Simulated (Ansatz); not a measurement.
HfO2:

```
CELL_PARAMETERS angstrom
0.00000 2.55750 2.55750
2.55750 0.00000 2.55750
2.55750 2.55750 0.00000
ATOMIC_POSITIONS crystal
Hf 0.00000 0.00000 0.00000
O 0.75000 0.75000 0.75000
O 0.25000 0.25000 0.25000
```

Measurements of this composition are mostly on another form, of space group No. 14.

Base run:

- Program: Ansatz 0.2.0
- Functional: PBE
- Potentials or basis: Ansatz PAW
- Cutoff: 800 eV
- Density cutoff: 3200 eV
- k mesh: 9 × 9 × 9
- Occupations: fermi-dirac, width 0.05 eV
- Spin: no spin polarisation

Its results: band gap on the k mesh 3.83 eV, indirect (least direct gap 3.94 eV); pressure -2.5 GPa.

**Question.** The run is repeated on the same cell with these changes: functional from PBE to exchange-only PBE; cutoff from 800 eV to 420 eV (not typed: the program's choice for these potentials). What comes out?

**Answer.** Band gap on the k mesh 3.93 eV, indirect (least direct gap 4.04 eV); pressure 18.7 GPa.

Caveats: spin-orbit coupling is left out, which moves the levels of the heavy elements; odd divisions of the mesh miss points on the zone boundary, where band edges often lie, so the gap on the mesh can be too wide (some runs); the k mesh misses the band edges, so the gap on the mesh is wider than the one along the path (some runs); so large a pressure means that the cell lies far from this level's equilibrium, or that cutoff or potentials fall short (some runs); the PAW data sets come from PBE, with cores solved anew for the run's functional, which leaves a small shift of forces and pressure (some runs).
